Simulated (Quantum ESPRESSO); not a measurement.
# Hf: equation of state with LDA

Crystal: Hf.

```
CELL_PARAMETERS angstrom
0.00000 2.22000 2.22000
2.22000 0.00000 2.22000
2.22000 2.22000 0.00000
ATOMIC_POSITIONS crystal
Hf 0.00000 0.00000 0.00000
```

This isn't the form of Hf at room conditions, which is hcp.

- Program: Quantum ESPRESSO 7.5
- Task: equation of state
- Functional: LDA
- Potentials or basis: GBRV 1.5 LDA
- Cutoff: 612 eV
- Density cutoff: 4898 eV
- k mesh: 10 × 10 × 10
- Occupations: fermi-dirac, width 0.05 eV
- Spin: no spin polarisation
- Form of the LDA correlation: PZ81
- Mixing beta: 0.5
- Most SCF iterations: 120
- SCF threshold: 2e-10 Ry

```yaml
Equilibrium_volume: 20.87 Å³/atom
Bulk_modulus: 121 GPa
Pressure_derivative_of_the_bulk_modulus: 3.7
```

Energy against volume, from the lowest point:
```tsv
volume (Å³/atom)	energy (meV/atom)
20.569	1.21
21.007	0.00
21.444	5.39
21.882	16.93
22.320	34.00
22.757	56.03
23.195	82.60
```

All runs of the series together: 34 s on 2 threads of Arm Neoverse V2, on a shared host.

Spin-orbit coupling is left out, which matters for the levels of Hf. Zero-point motion and thermal expansion aren't in these numbers.
